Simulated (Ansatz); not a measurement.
**CdS: energies, forces and stress near the listed structure**

Aim: see how energy, forces, stress and gap of CdS answer to moves of single atoms, further strains and shifts, swapped elements, other functionals. Nothing is relaxed unless a step says so.

Computed with Ansatz 0.2.0 (DFT PBEsol, scalar-relativistic, plane waves, PAW, unless a step's input says otherwise).

### Step 1. The system as given

The structure is orthorhombic, space group Pmmn (No. 59). The conventional cell has a = 3.898 Å, b = 5.511 Å, c = 3.898 Å, α = 90.00°, β = 90.00°, γ = 90.00°. Cd (site symmetry mm2) has 6 S at 2.75 to 2.76 Å as nearest neighbours. Around S (site symmetry mm2) lie 6 Cd at 2.75 to 2.76 Å.

As a file:

```cif
data_structure
_symmetry_space_group_name_H-M 'P 1'
_symmetry_Int_Tables_number 1
_cell_length_a 3.8984
_cell_length_b 5.5115
_cell_length_c 3.8981
_cell_angle_alpha 90.000
_cell_angle_beta 90.000
_cell_angle_gamma 90.000
_cell_volume 83.76
loop_
_atom_site_label
_atom_site_type_symbol
_atom_site_fract_x
_atom_site_fract_y
_atom_site_fract_z
_atom_site_occupancy
Cd1 Cd 0.50000 0.50000 0.24303 1
Cd2 Cd 0.00000 0.00000 0.75697 1
S1 S 0.50000 0.00000 0.25516 1
S2 S 0.00000 0.50000 0.74484 1
```

The structure comes from the Materials Project (structure only).

### Step 2. One atom moved

What differs from the listed cell: atom 1 (Cd) moved by 0.15 Å.

The input, input.yaml:

```yaml
crystal:
  lattice:
    - [3.898436, 0.0, 0.0]
    - [0.0, 5.511492, 0.0]
    - [0.0, 0.0, 3.898104]
  atoms:
    - { symbol: Cd, position: [0.5, 0.5, 0.2815062458] }
    - { symbol: Cd, position: [0.0, 0.0, 0.756974] }
    - { symbol: S, position: [0.5, 0.0, 0.255163] }
    - { symbol: S, position: [0.0, 0.5, 0.744837] }
basis:
  ecutwfc: 420
kpoints:
  mp_grid: { grid: [10, 8, 10] }
hamiltonian:
  xc: pbesol
scf:
  occupations: { method: gaussian, width: 0.05 }
output:
  forces: true
  stress: true
  eigenvalues: true
```

### Step 3. A change within a subgroup

The input, input.yaml:

```yaml
crystal:
  lattice:
    - [3.7267098942, -0.0231956942, -0.0343842055]
    - [-0.0327933774, 5.3690750467, 0.0081570082]
    - [-0.0343812773, 0.0057691939, 3.7513793654]
  atoms:
    - { symbol: Cd, position: [0.5183555577, 0.5195175258, 0.233325747] }
    - { symbol: Cd, position: [-0.0183555577, -0.0195175258, 0.766674253] }
    - { symbol: S, position: [0.4721810754, 0.0030903537, 0.2863999023] }
    - { symbol: S, position: [0.0278189246, 0.4969096463, 0.7136000977] }
basis:
  ecutwfc: 420
kpoints:
  mp_grid: { grid: [10, 8, 10] }
hamiltonian:
  xc: pbesol
scf:
  occupations: { method: gaussian, width: 0.05 }
output:
  forces: true
  stress: true
  eigenvalues: true
```

### Step 4. Functional and cell changed: r2SCAN

The input, input.yaml:

```yaml
crystal:
  lattice:
    - [3.806276973, 0.0, 0.0]
    - [0.0, 5.3812003291, 0.0]
    - [0.0, 0.0, 3.8059528214]
  atoms:
    - { symbol: Cd, position: [0.5, 0.5, 0.243026] }
    - { symbol: Cd, position: [0.0, 0.0, 0.756974] }
    - { symbol: S, position: [0.5, 0.0, 0.255163] }
    - { symbol: S, position: [0.0, 0.5, 0.744837] }
basis:
  ecutwfc: 500
kpoints:
  mp_grid: { grid: [10, 8, 10] }
hamiltonian:
  xc: r2scan
scf:
  occupations: { method: gaussian, width: 0.05 }
output:
  forces: true
  stress: true
  eigenvalues: true
  populations: true
```

### Step 5. Substitution of an element, cell strained: S → Te, first probe

The input, input.yaml:

```yaml
crystal:
  lattice:
    - [4.1300711097, 0.0, 0.0]
    - [0.0, 5.8389707771, 0.0]
    - [0.0, 0.0, 4.1297193831]
  atoms:
    - { symbol: Cd, position: [0.5, 0.5, 0.243026] }
    - { symbol: Cd, position: [0.0, 0.0, 0.756974] }
    - { symbol: Te, position: [0.5, 0.0, 0.255163] }
    - { symbol: Te, position: [0.0, 0.5, 0.744837] }
basis:
  ecutwfc: 420
kpoints:
  mp_grid: { grid: [4, 4, 4] }
hamiltonian:
  xc: pbesol
scf:
  occupations: { method: gaussian, width: 0.1 }
output:
  forces: true
  stress: true
  eigenvalues: true
```

### Step 6. Substitution of an element, cell strained: S → Te

input.yaml, as its differences from that of step 5:

```diff
@@ -13,3 +13,3 @@
 kpoints:
-  mp_grid: { grid: [4, 4, 4] }
+  mp_grid: { grid: [10, 8, 10] }
 hamiltonian:
@@ -22 +22,2 @@
   eigenvalues: true
+  populations: true
```

Before running it: what results should come out? Wanted: for each run, case; energy; pressure; largest force.

The runs gave:

| step | case | energy (meV/atom) | pressure (GPa) | largest force (eV/Å) | gap on the mesh (eV) |
| --- | --- | --- | --- | --- | --- |
| 2 | one atom moved | +0.0 | -4.3 | 0.19 | 0.14 |
| 3 | a change within a subgroup | +20.6 | 4.8 | 0.63 | 0.00 |
| 4 | functional and cell changed: r2SCAN | n/a | 3.6 | 0.03 | 0.75 |
| 6 | substitution of an element, cell strained: S → Te | n/a | 5.5 | 0.01 | 0.00 |

Energies are counted from step 2, with the smearing taken to zero. Other atoms or functionals have another zero of energy (n/a). A gap of 0.00 means none on the mesh at this level.

What this shows: Among the distorted cells of the listed formula and level the largest force, 0.63 eV/Å, comes in step 3, shared by 2 atoms. Among the distorted cells of the listed formula and level the gap runs from none (metal) to 0.14 eV. These runs have no spin-orbit coupling; with Te it would split and shift bands. The final runs have no spin polarisation, so no magnetic state was tried and one may lie lower.

The gaps are Kohn-Sham values of a semilocal functional, not quasiparticle or optical gaps. Such gaps usually fall short of the measured ones; spin-orbit coupling, left out here, narrows gaps with Te, so the two errors partly cancel.
